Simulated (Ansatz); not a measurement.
Bicrystals of relaxed bulk Ir (Fm-3m, 14.05 Å³/atom, gap on the mesh 0.00 eV): one grain is mirrored in the boundary plane and shifted (fractions of the plane's cell), where said the two species change places in it, close atoms are joined, tilt boundaries are opened by 0.15 Å, then atoms and the cell's height are relaxed. Energies are the mean of the cell's two boundaries over the bulk on a matched mesh; other shifts may lie lower.

Computed with Ansatz, DFT PBEsol, scalar-relativistic, plane waves, PAW.

Cutoff 420 eV, Gaussian smearing of 0.10 eV, energies at zero smearing, symmetry of each start kept, no spin polarisation.

```csv
start,atoms,k mesh,boundary energy (mJ/m²),excess width (Å),gap on the mesh (eV)
"Σ11 (311), mirror on a plane, shift [0, 0]",22,14×14×2,684,0.12,0
"Σ11 (311), mirror on the next plane, shift [0.5, 0]",21,14×14×2,1982,0.54,0
```

Spin-orbit coupling is left out, which matters for the bands of heavy elements.

Small energy differences in metals hang on the k mesh (about 10 mJ/m² or 1 to 2 meV/atom on the mesh of the relaxation).

Cost: 2 runs of about 90 core-minutes in all, on AMD EPYC 9R45 (Zen 5) (shared hosts).